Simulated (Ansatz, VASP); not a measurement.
**Two plane-wave programs on Mo**

```
Mo
1.0
     0.00000    1.95017    2.10676
     1.95017    0.00000    2.10676
     1.95017    1.95017    0.00000
Mo
1
Direct
  0.00000 0.00000 0.00000
```

Alike in both runs: task single point; functional PBE; k mesh 22 × 22 × 22; occupations gaussian, width 0.15 eV; no spin polarisation.

```csv
,VASP,Ansatz
version,VASP 6.6.1,Ansatz 0.2.0
potentials or method,"VASP PAW PBE potentials, release 64 (Mo_sv)","scalar-relativistic, plane waves, PAW"
plane-wave cutoff (eV),520,420
valence electrons in the cell,14,14
```

```csv
,VASP,Ansatz,Ansatz less VASP
gap on the k mesh at the Fermi level (eV),none,none,-
pressure (GPa),0.8,0.3,-0.50
largest component of the traceless stress (GPa),5.97,6.00,+0.024
```

A gap of «none» marks a metal or a gap that the smearing closes.
